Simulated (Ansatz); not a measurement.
Cu Kα1 powder pattern (kinematic, no thermal factors).
2θ (°) (relative intensity): 33.81 (93), 34.20 (100), 35.70 (85), 42.22 (55), 43.16 (47), 44.98 (88), 55.32 (23), 56.20 (21), 56.35 (22), 57.47 (22), 68.72 (23), 70.15 (13), 70.37 (9), 70.64 (22), 73.85 (10), 75.40 (8), 75.56 (7), 75.63 (9), 76.22 (10), 78.00 (8), 79.06 (15), 80.60 (7), 80.79 (15), 86.27 (7), 87.04 (6), 87.33 (5), 87.68 (6), 89.00 (6)

The pattern is computed from a structure relaxed with DFT PBE, scalar-relativistic, plane waves, PAW in Ansatz. No spin polarisation. Its elements are Ga.

**Question.** Give the structure.

**Answer.** Ga.
Space group C2/c (No. 15). a = 3.484 Å, b = 4.396 Å, c = 5.275 Å, α = 90.00°, β = 107.70°, γ = 90.00°
```tsv
atom	site	symmetry	x	y	z
Ga	4e	2	0.5000	0.6291	0.7500
```

A pattern alone doesn't exclude other cells with like lines; this is the one computed.

The cell was found from a structure generator's guess, not taken from experiment.
